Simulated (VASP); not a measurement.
The system is Bi2TeSe2 (Skippenite).

```
Bi Te Se
1.0
     2.09150    1.20753    9.71233
    -2.09150    1.20753    9.71233
     0.00000   -2.41506    9.71233
Bi Te Se
2 1 2
Direct
  0.60194 0.60194 0.60194
  0.39806 0.39806 0.39806
  0.00000 0.00000 0.00000
  0.78840 0.78840 0.78840
  0.21160 0.21160 0.21160
```

| Item | Value |
| --- | --- |
| Program | VASP 6.6.1 |
| Task | relaxation of cell and atoms |
| Functional | LDA |
| Potentials or basis | VASP PAW LDA potentials, release 64 (Bi_d, Te, Se) |
| Cutoff | 600 eV |
| k mesh | 6 × 6 × 6 |
| Occupations | gaussian, width 0.02 eV |
| Spin | no spin polarisation |

At the start: pressure 0.6 GPa; volume 29.43 Å³/atom.

Problem. How do energy, volume and symmetry change on relaxing?

Solution. Over 16 steps the energy falls by 67.6 meV/atom and the volume is 28.91 Å³/atom (-1.8 %); space group R-3m (No. 166, to 0.05 Å).

Step by step:
```
step  energy change (eV)  largest force (eV/Å)  pressure (GPa)  volume (Å³)
   1              0.0000                1.7674            0.57       147.17
   2             -0.2370                0.7312           -0.03       149.41
   3             -0.2799                0.1892           -0.18       150.81
   4             -0.2800                0.2095           -0.18       150.90
   5             -0.2876                0.2124           -0.02       150.11
   6             -0.2954                0.2184            0.43       148.23
   7             -0.3000                0.1440            0.12       148.62
   8             -0.3006                0.0963           -0.75       149.58
   9             -0.3021                0.0613           -0.43       149.15
  10             -0.3064                0.0764           -0.36       148.69
  11             -0.3175                0.1250           -0.30       147.29
  12             -0.3285                0.2070           -0.04       144.49
  13             -0.3357                0.0489            0.35       143.76
  14             -0.3361                0.0281            0.46       143.54
  15             -0.3361                0.0381           -0.45       145.57
  16             -0.3380                0.0179           -0.01       144.55
```

Final structure:
```
CELL_PARAMETERS angstrom
2.09724 1.21084 9.48735
-2.09724 1.21084 9.48735
0.00000 -2.42168 9.48735
ATOMIC_POSITIONS crystal
Bi 0.59332 0.59332 0.59332
Bi 0.40669 0.40669 0.40669
Te 0.00000 0.00000 0.00000
Se 0.79344 0.79344 0.79344
Se 0.20656 0.20656 0.20656
```
